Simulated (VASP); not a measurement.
AgO, 2 atoms in the cell. Symmetry: Pm-3m, No. 221, cubic system. The conventional cell has a = 2.888 Å, b = 2.888 Å, c = 2.888 Å, α = 90.00°, β = 90.00°, γ = 90.00°. Around Ag (site symmetry m-3m) lie 8 O at 2.50 Å. O (site symmetry m-3m) is surrounded by 8 Ag at 2.50 Å. The cell was built by a generator and needn't be a form met in nature.

- Program: VASP 6.6.1
- Task: single point
- Functional: PBE
- Potentials or basis: VASP PAW PBE potentials, release 64 (Ag, O)
- Cutoff: 520 eV
- k mesh: 6 × 6 × 6, shifted
- Occupations: fermi-dirac, width 0.1 eV
- Spin: no spin polarisation
- Dipole correction: no
- Further INCAR settings: ALGO = Fast; EDIFF = 1e-06; NBANDS = 16

Potentials or basis: VASP PAW PBE potentials, release 64 (Ag, O).

Run with:

```console
$ cat potpaw_PBE.64/Ag/POTCAR potpaw_PBE.64/O/POTCAR > POTCAR
$ mpirun -np 1 vasp_std > vasp.out
```

Hardware: 1 thread of Intel(R) Xeon(R) Platinum 8559C (Emerald Rapids) (shared host).

Q: How long does it take, and how much memory?

A: Wall time 4.4 s on 1 thread of Intel(R) Xeon(R) Platinum 8559C (Emerald Rapids), with other jobs on the host, peak memory 0.13 GiB. Counts: scf iterations 14, k points 10.
